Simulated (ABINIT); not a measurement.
# O (C2/m) in ABINIT: reference runs

Aim: a first look at O with PBE, on the cell as given and on a disturbed one.

Everything below comes from runs of ABINIT 10.8.3 (patched build). Logs are shortened: lines on timing, memory, paths and dates and some standing lists are left out, and cuts for length are marked. The log counts tension as positive stress, the text compression.

### Step 1. The structure

Symmetry: C2/m, No. 12, monoclinic system. Conventional cell: a = 5.703 Å, b = 3.325 Å, c = 4.363 Å, α = 90.00°, β = 123.29°, γ = 90.00°. O (site symmetry m) has 1 O at 1.22 Å as nearest neighbours.

### Step 2. Single point, PBE

The input, run.abi:

```
# Pseudopotentials
pp_dirpath "./"
pseudos "O.GGA_PBE-JTH.xml"

# Structure
structure "poscar:POSCAR"
natom 2
chkprim 0
chksymtnons 0
tolsym 1.0e-6

# Plane-wave basis
ecut 23.0
pawecutdg 45.0
pawovlp 30

# k points
kptopt 1
ngkpt 10 10 7
nshiftk 1
shiftk 0.0 0.0 0.0

# Exchange and correlation
ixc 11

# Bands and occupations
nband 10
occopt 3
tsmear 0.00183747

# SCF cycle
nstep 100
tolvrs 1.0e-9

# Output
iomode 3
prtwf 0
prtden 0
prteig 0
prtebands 0
enunit 1
```

The input, POSCAR:

```
O
1.0
    2.8514028533     -1.6624159400      0.0000000000
    2.8514028533      1.6624159400      0.0000000000
   -2.3944914034      0.0000000000      3.6470501824
O
2
Direct
    0.9745461700      0.9745461700      0.8444259800  O
    0.0254538300      0.0254538300      0.1555740200  O
```

Potentials or basis: JTH PAW PBE v2.0.

Run with:

```
> abinit run.abi > log 2>&1
```

run.abo:

```text
.Version 10.8.3 of ABINIT
 Symmetries : space group C2/m (# 12); Bravais mC (1-face-center monocl.)
================================================================================
 Values of the parameters that define the memory need of the present run
     intxc =       0    ionmov =       0      iscf =      17    lmnmax =       8
     lnmax =       4     mgfft =      36  mpssoang =       2    mqgrid =    3001
     natom =       2  nloc_mem =       2    nspden =       1   nspinor =       1
    nsppol =       1      nsym =       4    n1xccc =       1    ntypat =       1
    occopt =       3   xclevel =       2
       mpw =        1246          nfft =       32400          nkpt =         196
 PAW method is used; the additional fine FFT grid is defined by:
   mgfftf=        50    nfftf =     80000
================================================================================
================================================================================

--------------------------------------------------------------------------------
------------- Echo of variables that govern the present computation ------------
--------------------------------------------------------------------------------
 -outvars: echo values of preprocessed input variables --------
            acell      1.0000000000E+00  1.0000000000E+00  1.0000000000E+00 Bohr
              amu      1.59994000E+01
          chkprim           0
      chksymtnons           0
             ecut      2.30000000E+01 Hartree
           enunit           1
                       outvar_i_n : Printing only first  50 k-points.
              ixc          11
                       outvar_i_n : Printing only first  50 k-points.
         kptrlatt       10    0    0      0   10    0      0    0    7
          kptrlen      5.77122990E+01
            natom           2
            nband          10
            ngfft          30      30      36
          ngfftdg          40      40      50
             nkpt         196
            nstep         100
             nsym           4
           ntypat           1
                       prtocc : prtvol=0, do not print more k-points.
           occopt           3
        pawecutdg      4.50000000E+01 Hartree
          pawovlp      3.0000000000E+01
         pawxcdev           0
           prtden           0
        prtebands           0
           prteig           0
            prtwf           0
            rprim      5.3883704674E+00 -3.1415108339E+00  0.0000000000E+00
                       5.3883704674E+00  3.1415108339E+00  0.0000000000E+00
                      -4.5249329633E+00  0.0000000000E+00  6.8919260122E+00
          spgroup          12
           tolsym      1.00000000E-06
           tolvrs      1.00000000E-09
           tsmear      1.83747000E-03 Hartree
            typat      1  1
           useylm           1
                       outvars : Printing only first  50 k-points.
           xangst      3.5356767097E+00 -5.0167635627E-18  3.0796639244E+00
                      -2.2736240650E-01 -2.8639620611E-18  5.6738625802E-01
            xcart      6.6814606511E+00 -9.4803091719E-18  5.8197213769E+00
                      -4.2965267962E-01 -5.4121039304E-18  1.0722046353E+00
             xred      9.7454617000E-01  9.7454617000E-01  8.4442598000E-01
                       2.5453830000E-02  2.5453830000E-02  1.5557402000E-01
            znucl        8.00000

================================================================================

 chkinp: Checking input parameters for consistency.

================================================================================
== DATASET  1 ==================================================================

--- !DatasetInfo
iteration_state: {dtset: 1, }
dimensions: {natom: 2, nkpt: 196, mband: 10, nsppol: 1, nspinor: 1, nspden: 1, mpw: 1246, }
cutoff_energies: {ecut:  23.0, pawecutdg:  45.0, }
electrons: {nelect:   1.20000000E+01, charge:   0.00000000E+00, occopt:   3.00000000E+00, tsmear:   1.83747000E-03, }
meta: {optdriver: 0, ionmov: 0, optcell: 0, iscf: 17, paral_kgb: 0, }
...

 Exchange-correlation functional for the present dataset will be:
  GGA: Perdew-Burke-Ernzerhof functional - ixc=11
  J.P.Perdew, K.Burke, M.Ernzerhof, PRL 77, 3865 (1996)

 Real(R)+Recip(G) space primitive vectors, cartesian coordinates (Bohr,Bohr^-1):
 R(1)=  5.3883705 -3.1415108  0.0000000  G(1)=  0.0927924 -0.1591591  0.0609234
 R(2)=  5.3883705  3.1415108  0.0000000  G(2)=  0.0927924  0.1591591  0.0609234
 R(3)= -4.5249330  0.0000000  6.8919260  G(3)=  0.0000000  0.0000000  0.1450973
 Unit cell volume ucvol=  2.3332787E+02 bohr^3
 Angles (23,13,12)=  1.18303201E+02  1.18303201E+02  6.04858127E+01 degrees

 Coarse grid specifications (used for wave-functions):

 getcut: wavevector=  0.0000  0.0000  0.0000  ngfft=  30  30  36
         ecut(hartree)=     23.000   => boxcut(ratio)=   2.02475

 Fine grid specifications (used for densities):

 getcut: wavevector=  0.0000  0.0000  0.0000  ngfft=  40  40  50
         ecut(hartree)=     45.000   => boxcut(ratio)=   2.00830

--- Pseudopotential description ------------------------------------------------
- pspini: atom type   1  psp file is ./O.GGA_PBE-JTH.xml
 Pseudopotential format is: paw10
 basis_size (lnmax)=  4 (lmn_size=  8), orbitals=   0   0   1   1
 Spheres core radius: rc_sph= 1.41465230
 Shapefunction is SIN type: shapef(r)=[sin(pi*r/rshp)/(pi*r/rshp)]**2
 Radius for shape functions =  1.20231231
 Compensation charge density is not taken into account in XC energy/potential

   1.10205620E+02                                ecore*ucvol(ha*bohr**3)
--------------------------------------------------------------------------------

[... 7 lines left out ...]

     iter   Etot(hartree)      deltaE(h)  residm     nres2
 ETOT  1  -32.107678260011    -3.211E+01 8.020E-02 7.883E+00
 ETOT  2  -32.116287187182    -8.609E-03 2.150E-02 6.597E-01
 ETOT  3  -32.115896456284     3.907E-04 9.934E-03 7.106E-02
 ETOT  4  -32.115883961028     1.250E-05 5.761E-04 9.815E-03
 ETOT  5  -32.115889569909    -5.609E-06 2.063E-04 1.633E-03
 ETOT  6  -32.115893030395    -3.460E-06 6.403E-05 1.915E-04
 ETOT  7  -32.115893667460    -6.371E-07 1.270E-05 2.899E-05
 ETOT  8  -32.115893907939    -2.405E-07 1.369E-05 1.340E-06
 ETOT  9  -32.115893931335    -2.340E-08 1.944E-06 7.473E-08
 ETOT 10  -32.115893932350    -1.015E-09 2.936E-06 4.906E-09
 ETOT 11  -32.115893932491    -1.409E-10 4.269E-07 2.467E-10

 At SCF step   11       nres2   =  2.47E-10 < tolvrs=  1.00E-09 =>converged.

 Cartesian components of stress tensor (hartree/bohr^3)
  sigma(1 1)= -1.43454121E-06  sigma(3 2)=  0.00000000E+00
  sigma(2 2)=  1.04805735E-04  sigma(3 1)= -3.78046551E-05
  sigma(3 3)=  9.79327670E-05  sigma(2 1)=  0.00000000E+00

--- !ResultsGS
iteration_state: {dtset: 1, }
comment   : Summary of ground state results
lattice_vectors:
- [  5.3883705,  -3.1415108,   0.0000000, ]
- [  5.3883705,   3.1415108,   0.0000000, ]
- [ -4.5249330,   0.0000000,   6.8919260, ]
lattice_lengths: [   6.23728,    6.23728,    8.24461, ]
lattice_angles: [118.303, 118.303,  60.486, ] # degrees, (23, 13, 12)
lattice_volume:   2.3332787E+02
convergence: {deltae: -1.409E-10, res2:  2.467E-10, residm:  4.269E-07, diffor: null, }
etotal    :  -3.21158939E+01
entropy   :   0.00000000E+00
fermie    :  -5.76642993E-02
cartesian_stress_tensor: # hartree/bohr^3
- [ -1.43454121E-06,   0.00000000E+00,  -3.78046551E-05, ]
- [  0.00000000E+00,   1.04805735E-04,   0.00000000E+00, ]
- [ -3.78046551E-05,   0.00000000E+00,   9.79327670E-05, ]
pressure_GPa:  -1.9742E+00
xred      :
- [  9.7455E-01,   9.7455E-01,   8.4443E-01,  O]
- [  2.5454E-02,   2.5454E-02,   1.5557E-01,  O]
cartesian_forces: # hartree/bohr
- [ -4.15780256E-03,   3.83580394E-19,   1.57000779E-03, ]
- [  4.15780256E-03,  -3.83580394E-19,  -1.57000779E-03, ]
force_length_stats: {min:   4.44434996E-03, max:   4.44434996E-03, mean:   4.44434996E-03, }
...

 Integrated electronic density in atomic spheres:
 ------------------------------------------------
 Atom  Sphere_radius  Integrated_density
    1        1.41465          4.51837170
    2        1.41465          4.51837170

================================================================================

 ----iterations are completed or convergence reached----

 Mean square residual over all n,k,spin=   31.157E-11; max=  42.687E-08
 reduced coordinates (array xred) for    2 atoms
       0.974546170000      0.974546170000      0.844425980000
       0.025453830000      0.025453830000      0.155574020000
 rms dE/dt=  2.5047E-02; max dE/dt=  2.9634E-02; dE/dt below (all hartree)
    1       0.022403780539      0.022403780539     -0.029634155389
    2      -0.022403780539     -0.022403780539      0.029634155389

 cartesian coordinates (angstrom) at end:
    1      3.53567670970355    -0.00000000000000     3.07966392438230
    2     -0.22736240650355    -0.00000000000000     0.56738625801770

 cartesian forces (hartree/bohr) at end:
    1     -0.00415780256290     0.00000000000000     0.00157000778850
    2      0.00415780256290    -0.00000000000000    -0.00157000778850
 frms,max,avg= 2.5659466E-03 4.1578026E-03   0.000E+00  0.000E+00  0.000E+00 h/b

 cartesian forces (eV/Angstrom) at end:
    1     -0.21380280408742     0.00000000000000     0.08073304649355
    2      0.21380280408742    -0.00000000000000    -0.08073304649355
 frms,max,avg= 1.3194628E-01 2.1380280E-01   0.000E+00  0.000E+00  0.000E+00 e/A
 length scales=  1.000000000000  1.000000000000  1.000000000000 bohr
              =  0.529177210544  0.529177210544  0.529177210544 angstroms
 Fermi (or HOMO) energy (eV) =  -1.56913   Average Vxc (eV)=  -7.39313
 Eigenvalues (   eV  ) for nkpt= 196  k points:
 kpt#   1, nband= 10, wtk=  0.00143, kpt=  0.0000  0.0000  0.0000 (reduced coord)
 -28.02904  -15.36962   -9.36494   -7.82470   -7.78816   -1.66377   -1.38539    5.15123
   8.91782   12.71727
 prteigrs : prtvol=0 or 1, do not print more k-points.

--- !EnergyTerms
iteration_state     : {dtset: 1, }
comment             : Components of total free energy in Hartree
kinetic             :  1.48053501342714E+01
hartree             :  1.26949548723605E+01
xc                  : -5.73777192086394E+00
Ewald energy        : -1.65373624112341E+01
psp_core            :  4.72320865259175E-01
local_psp           : -4.01862496649330E+01
PAW spherical_terms :  2.37480878459053E+00
internal            : -3.21139493405495E+01
'-kT*entropy'       : -1.94507759718874E-03
total_energy        : -3.21158944181467E+01
total_energy_eV     : -8.73918007647335E+02
...

--- !EnergyTermsDC
iteration_state     : {dtset: 1, }
comment             : '"Double-counting" decomposition of free energy'
band_energy         : -5.18475041587865E+00
Ewald energy        : -1.65373624112341E+01
psp_core            :  4.72320865259175E-01
xc_dc               : -1.09896541254357E+01
PAW spherical_terms :  1.25497232395469E-01
internal            : -3.21139488548938E+01
'-kT*entropy'       : -1.94507759718874E-03
total_energy_dc     : -3.21158939324910E+01
total_energy_dc_eV  : -8.73917994431970E+02
...

--- !EnergyTermsWithPAWCore
iteration_state     : {dtset: 1, }
comment             : 'Components of total free energy, including PAW core contributions'
Total energy        : -1.50340104114308E+02
Total energy DC     : -1.50340103628652E+02
Total energy (eV)   : -4.09096264131543E+03
Total energy DC (eV): -4.09096262810007E+03
...

 Cartesian components of stress tensor (hartree/bohr^3)
  sigma(1 1)= -1.43454121E-06  sigma(3 2)=  0.00000000E+00
  sigma(2 2)=  1.04805735E-04  sigma(3 1)= -3.78046551E-05
  sigma(3 3)=  9.79327670E-05  sigma(2 1)=  0.00000000E+00

-Cartesian components of stress tensor (GPa)         [Pressure= -1.9742E+00 GPa]
- sigma(1 1)= -4.22056596E-02  sigma(3 2)=  0.00000000E+00
- sigma(2 2)=  3.08349118E+00  sigma(3 1)= -1.11225135E+00
- sigma(3 3)=  2.88128148E+00  sigma(2 1)=  0.00000000E+00

== END DATASET(S) ==============================================================
================================================================================

 -outvars: echo values of variables after computation  --------
            acell      1.0000000000E+00  1.0000000000E+00  1.0000000000E+00 Bohr
           etotal     -3.2115893932E+01
            fcart     -4.1578025629E-03  3.8358039369E-19  1.5700077885E-03
                       4.1578025629E-03 -3.8358039369E-19 -1.5700077885E-03
            rprim      5.3883704674E+00 -3.1415108339E+00  0.0000000000E+00
                       5.3883704674E+00  3.1415108339E+00  0.0000000000E+00
                      -4.5249329633E+00  0.0000000000E+00  6.8919260122E+00
           strten     -1.4345412112E-06  1.0480573494E-04  9.7932766980E-05
                       0.0000000000E+00 -3.7804655142E-05  0.0000000000E+00
           xangst      3.5356767097E+00 -5.0167635627E-18  3.0796639244E+00
                      -2.2736240650E-01 -2.8639620611E-18  5.6738625802E-01
             xred      9.7454617000E-01  9.7454617000E-01  8.4442598000E-01
                       2.5453830000E-02  2.5453830000E-02  1.5557402000E-01
 Calculation completed.
```

Run time: 58 s. Hardware: 1 thread of Arm Neoverse V2, shared host; peak memory 0.15 GiB.

Results:

* Free energy: -873.9180 eV
* Pressure: -2.0 GPa
* Largest force: 0.229 eV/Å
* Band gap on the k mesh: none (metal or under the smearing width)

Forces in eV/Å, atoms in the order of the input:
```
O   -0.214  0.000  0.081
O    0.214  0.000 -0.081
```

Levels at points of the mesh, in eV from the Fermi level:
| k point | band 4 | band 5 | band 6 | band 7 | band 8 | band 9 |
| --- | --- | --- | --- | --- | --- | --- |
| (0.00, 0.00, 0.00) | -6.26 | -6.22 | -0.09 | 0.18 | 6.72 | 10.49 |
| (0.50, 0.00, 0.00) | -7.31 | -6.38 | -0.28 | 0.13 | 9.81 | 10.79 |
| (0.50, 0.50, 0.00) | -7.09 | -6.60 | -0.02 | 0.37 | 9.77 | 10.67 |

Caveat: the atomic spheres overlap; spin is off for a triplet molecule.

### Step 3. Single point, PBE (atoms moved at random, drawn with an rms of 0.05 Å)

The input, run.abi:

```
pp_dirpath "./"
pseudos "O.GGA_PBE-JTH.xml"

acell 3*1.0 Angstrom
rprim
     2.8514028533    -1.6624159400     0.0000000000
     2.8514028533     1.6624159400     0.0000000000
    -2.3944914034     0.0000000000     3.6470501824
ntypat 1
znucl 8
natom 2
typat 1 1
xcart
     6.7321541567     0.0067605313     5.7838214682
    -0.4757877459     0.1216832806     1.1463822963
chkprim 0
chksymtnons 0
tolsym 1.0e-6

ecut 23.0
pawecutdg 45.0
pawovlp 30

kptopt 1
ngkpt 10 10 7
nshiftk 1
shiftk 0.0 0.0 0.0

ixc 11

nband 10
occopt 3
tsmear 0.05 eV

nstep 100
tolvrs 1.0e-9

iomode 3
prtwf 0
prtden 0
prteig 0
prtebands 0
```

Potentials or basis: JTH PAW PBE v2.0.

Run with:

```
> abinit run.abi > log 2>&1
```

run.abo:

```text
.Version 10.8.3 of ABINIT
 Symmetries : space group P-1 (#  2); Bravais aP (primitive triclinic)
================================================================================
 Values of the parameters that define the memory need of the present run
     intxc =       0    ionmov =       0      iscf =      17    lmnmax =       8
     lnmax =       4     mgfft =      36  mpssoang =       2    mqgrid =    3001
     natom =       2  nloc_mem =       2    nspden =       1   nspinor =       1
    nsppol =       1      nsym =       2    n1xccc =       1    ntypat =       1
    occopt =       3   xclevel =       2
       mpw =        1246          nfft =       32400          nkpt =         352
 PAW method is used; the additional fine FFT grid is defined by:
   mgfftf=        50    nfftf =     80000
================================================================================
================================================================================

--------------------------------------------------------------------------------
------------- Echo of variables that govern the present computation ------------
--------------------------------------------------------------------------------
 -outvars: echo values of preprocessed input variables --------
            acell      1.8897261259E+00  1.8897261259E+00  1.8897261259E+00 Bohr
              amu      1.59994000E+01
          chkprim           0
      chksymtnons           0
             ecut      2.30000000E+01 Hartree
                       outvar_i_n : Printing only first  50 k-points.
              ixc          11
                       outvar_i_n : Printing only first  50 k-points.
[... 209 lines left out ...]
internal            : -3.21074883169444E+01
'-kT*entropy'       : -1.92690507440531E-03
total_energy_dc     : -3.21094152220189E+01
total_energy_dc_eV  : -8.73741699738937E+02
...

--- !EnergyTermsWithPAWCore
iteration_state     : {dtset: 1, }
comment             : 'Components of total free energy, including PAW core contributions'
Total energy        : -1.50333625797183E+02
Total energy DC     : -1.50333624918180E+02
Total energy (eV)   : -4.09078635732592E+03
Total energy DC (eV): -4.09078633340704E+03
...

 Cartesian components of stress tensor (hartree/bohr^3)
  sigma(1 1)=  1.08267508E-04  sigma(3 2)=  3.82365062E-05
  sigma(2 2)=  1.01565586E-04  sigma(3 1)= -3.15326756E-04
  sigma(3 3)=  7.90828167E-04  sigma(2 1)= -1.47919355E-05

-Cartesian components of stress tensor (GPa)         [Pressure= -9.8135E+00 GPa]
- sigma(1 1)=  3.18534007E+00  sigma(3 2)=  1.12495685E+00
- sigma(2 2)=  2.98816271E+00  sigma(3 1)= -9.27723345E+00
- sigma(3 3)=  2.32669680E+01  sigma(2 1)= -4.35193767E-01

== END DATASET(S) ==============================================================
================================================================================

 -outvars: echo values of variables after computation  --------
            acell      1.8897261259E+00  1.8897261259E+00  1.8897261259E+00 Bohr
           etotal     -3.2109415222E+01
            fcart     -3.2913471023E-02  4.3942998512E-03  7.2111091743E-02
                       3.2913471023E-02 -4.3942998512E-03 -7.2111091743E-02
            rprim      2.8514028533E+00 -1.6624159400E+00  0.0000000000E+00
                       2.8514028533E+00  1.6624159400E+00  0.0000000000E+00
                      -2.3944914034E+00  0.0000000000E+00  3.6470501824E+00
           strten      1.0826750845E-04  1.0156558627E-04  7.9082816682E-04
                       3.8236506247E-05 -3.1532675592E-04 -1.4791935469E-05
           xangst      3.5625025576E+00  3.5775190951E-03  3.0606665108E+00
                      -2.5177603219E-01  6.4392018998E-02  6.0663938577E-01
             xred      9.7598699934E-01  9.7813899933E-01  8.3921699943E-01
                       6.3249999880E-03  4.5058999975E-02  1.6633699989E-01
 Calculation completed.
```

Wall time 1.9 min (1 thread of Arm Neoverse V2, shared host); peak memory 0.21 GiB.

What came out:

- Free energy: -873.7417 eV
- Pressure: -9.8 GPa
- Largest force: 4.082 eV/Å
- Band gap on the k mesh: none (metal or under the smearing width)

Forces in eV/Å, atoms in the order of the input:
```
O   -1.692  0.226  3.708
O    1.692 -0.226 -3.708
```

Levels at points of the mesh, in eV from the Fermi level:
| k point | band 2 | band 3 | band 4 | band 5 | band 6 | band 7 | band 8 | band 9 | band 10 |
| --- | --- | --- | --- | --- | --- | --- | --- | --- | --- |
| (0.00, 0.00, 0.00) | -13.84 | -7.08 | -5.07 | -5.02 | -0.13 | 0.17 | 7.25 | 8.57 | 15.13 |
| (0.50, 0.00, 0.00) | -13.87 | -6.68 | -6.29 | -5.19 | -0.25 | 0.18 | 8.47 | 10.98 | 11.85 |
| (0.00, 0.50, 0.00) | -13.88 | -6.62 | -6.27 | -5.18 | -0.31 | 0.12 | 8.33 | 11.14 | 11.89 |
| (0.50, 0.50, 0.00) | -14.06 | -6.46 | -6.19 | -5.45 | 0.05 | 0.36 | 8.18 | 11.21 | 12.25 |

Caveat: spin is off for a triplet molecule; the atomic spheres overlap.
